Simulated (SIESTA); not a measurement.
The system is Zr.

```xyz
2
Lattice="3.2320 0.0000 0.0000 -1.6160 2.7990 0.0000 0.0000 0.0000 5.1470" Properties=species:S:1:pos:R:3 pbc="T T T"
Zr    1.6160    0.9330    3.8603
Zr    0.0000    1.8660    1.2868
```

Base run:

- Program: SIESTA 5.4.2
- Functional: PBEsol
- Potentials or basis: PseudoDojo 0.4 standard (PBEsol files)
- Basis: DZP (energy shift 0.003 Ry; two zetas on semicore shells)
- Grid cutoff: 800 Ry
- Energy shift: 0.003 Ry
- k mesh: 9 × 9 × 5
- Occupations: fermi-dirac, width 0.05 eV
- Spin: no spin polarisation

Its results: band gap on the k mesh none (metal or under the smearing width); pressure -2.5 GPa.

The run is repeated on the same cell with these changes: functional from PBEsol to LDA; potentials or basis from PseudoDojo 0.4 standard (PBEsol files) to PseudoDojo 0.4 standard (LDA files). What comes out?

Band gap on the k mesh none (metal or under the smearing width); pressure -5.3 GPa.

Caveats: the basis of atomic orbitals isn't converged, which shifts pressures, moduli and gaps.
